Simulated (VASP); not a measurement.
A run of VASP 6.6.1 is set up as follows.

The input INCAR:

```
  ALGO = Normal
  BPARAM = 11.95
  CPARAM = 0.0093
  EDIFF = 1E-7
  EDIFFG = -0.002
  ENCUT = 520
  IBRION = 2
  ISIF = 3
  ISMEAR = 0
  IVDW_NL = 2
  LASPH = T
  LCHARG = F
  LMIXTAU = T
  LREAL = F
  LUSE_VDW = T
  LWAVE = F
  METAGGA = R2SCAN
  NELM = 80
  NSW = 80
  PREC = Accurate
  SIGMA = 0.02
```

The input KPOINTS:

```
k-points
0
Gamma
  15 15 6
```

File POSCAR:

```
C                                       
1.0
    2.4574693034      0.0000000000      0.0000000000
   -1.2287346517      2.1282308441     -0.0000000000
    0.0000000000     -0.0000000000      6.6457004208
  C             
     4
Direct
     0.0000000000000000    0.0000000000000000    0.7500000000000000
     0.0000000000000000    0.0000000000000000    0.2500000000000000
     0.3333333300000021    0.6666666699999979    0.7500000000000000
     0.6666666699999979    0.3333333300000021    0.2500000000000000
```

Potentials or basis: VASP PAW PBE potentials, release 64 (C).

Command:

```sh
$ cat potpaw_PBE.64/C/POTCAR > POTCAR
$ mpirun -np 1 vasp_std > vasp.out
```

(1) Predict the band gap on the k mesh.

Answers

(1) none (metal or under the smearing width).

Caveat: the relaxation stopped at its first step, so nothing moved.
